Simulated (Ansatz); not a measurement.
**CoO: single point with PBEsol**

CoO:

```xyz
4
Lattice="3.1976 0.0000 0.0000 -1.5988 2.7692 0.0000 0.0000 0.0000 5.2287" Properties=species:S:1:pos:R:3 pbc="T T T"
Co    0.0000    1.8462    2.6319
Co    0.0000    0.0000    0.0182
O     0.0000    1.8462    4.5571
O     0.0000    0.0000    1.9430
```

Measurements of this composition are mostly on another form, of space group No. 225.

| Quantity | Value |
| --- | --- |
| Program | Ansatz 0.2.0 |
| Task | single point |
| Functional | PBEsol |
| Potentials or basis | Ansatz PAW |
| Cutoff | 420 eV (not typed: the program's choice for these potentials) |
| k mesh | 8 × 8 × 5 |
| Occupations | fermi-dirac, width 0.05 eV |
| Spin | collinear spin, ferromagnetic start |
| Starting moments | [1.0, 1.0, 0.0, 0.0] μB |
| Fixed moment | 2 μB |

The pressure is -20.4 GPa, the largest force is 0.071 eV/Å and the net moment is 2.00 μB per cell. The absolute moment is 2.03 μB per cell and the site moments are Co +0.86; O +0.06 μB.

Forces on the atoms (eV/Å):
```
Co   0.000  0.000 -0.068
Co   0.000  0.000 -0.071
O    0.000  0.000  0.069
O    0.000  0.000  0.070
```

Stress tensor (GPa, compression positive):
```
-23.00   0.00   0.00
  0.00 -23.00   0.00
  0.00   0.00 -15.23
```

It took 21 s on 2 threads of Intel(R) Xeon(R) Processor @ 2.50GHz (Skylake/Cascade Lake), with other jobs on the host, peak memory 0.37 GiB.

Caveat: the magnetic or orbital state may not be the lowest; the pressure holds a Pulay correction of +0.7 GPa for the finite cutoff; the total moment is fixed, so each spin has its own Fermi level; the PAW data sets come from PBE, with cores solved anew for the run's functional, which leaves a small shift of forces and pressure; the thresholds are loose for stress.
